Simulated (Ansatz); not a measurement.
**Levels at Γ against strain in BaS**

```yaml
crystal:
  lattice:
    - [0.00000, 3.19375, 3.19375]
    - [3.19375, 0.00000, 3.19375]
    - [3.19375, 3.19375, 0.00000]
  atoms:
    - { symbol: Ba, position: [0.00000, 0.00000, 0.00000] }
    - { symbol: S, position: [0.50000, 0.50000, 0.50000] }
```

Atom numbers follow the list: Ba1, S2.

The conventional cell has a = 6.388 Å, b = 6.388 Å, c = 6.388 Å, α = 90.00°, β = 90.00°, γ = 90.00°. Ba (atom 1) is surrounded by 6 S at 3.19 Å. Around S (atom 2) lie 6 Ba at 3.19 Å.

The cell is COD entry 9008600, as deposited and not checked against the literature; nothing was relaxed.

No spin–orbit coupling, which matters for the heavy atoms here.

All numbers below come from DFT, PBEsol, all-electron LAPW, scalar-relativistic in Ansatz 0.2.0.

Numerical set-up: a Γ-centred 8×8×8 k mesh, Fermi–Dirac smearing of 0.02 eV, basis error target 0.25 meV/atom, no spin polarisation.

The cell is scaled evenly. Fractional coordinates are held (clamped ions).

Only quantities that a quadratic follows smoothly over the whole series are listed; rougher ones are left out.

| ln(V/Vcell) | direct gap at Γ (eV) | smallest gap on mesh and path (eV) |
| --- | --- | --- |
| -0.0619 | 3.818 | 1.973 |
| -0.0408 | 3.707 | 2.012 |
| -0.0202 | 3.601 | 2.049 |
| 0.0000 | 3.499 | 2.082 |
| 0.0100 | 3.449 | 2.097 |
| 0.0198 | 3.401 | 2.112 |
| 0.0392 | 3.307 | 2.140 |
| 0.0583 | 3.217 | 2.165 |

Problem. Fit the series and give the slopes at zero strain.

Solution. Least-squares fits y = p0 + p1 x + p2 x² to the rows give direct gap at Γ (eV): p1 = -4.99, p2 = 2.7; smallest gap on mesh and path (eV): p1 = 1.59, p2 = -2.8. So dEg/dln V = -5.0 eV for the direct gap at Γ, which isn't the fundamental gap here: that one has dEg/dln V = 1.6 eV. Semilocal gaps are too small, but their slopes carry over better.

Problem. One run, at ln(V/Vcell) = -0.0101, is withheld. Predict its row.

Solution. The fits give 3.550, 2.065; the run gave 3.549, 2.065.
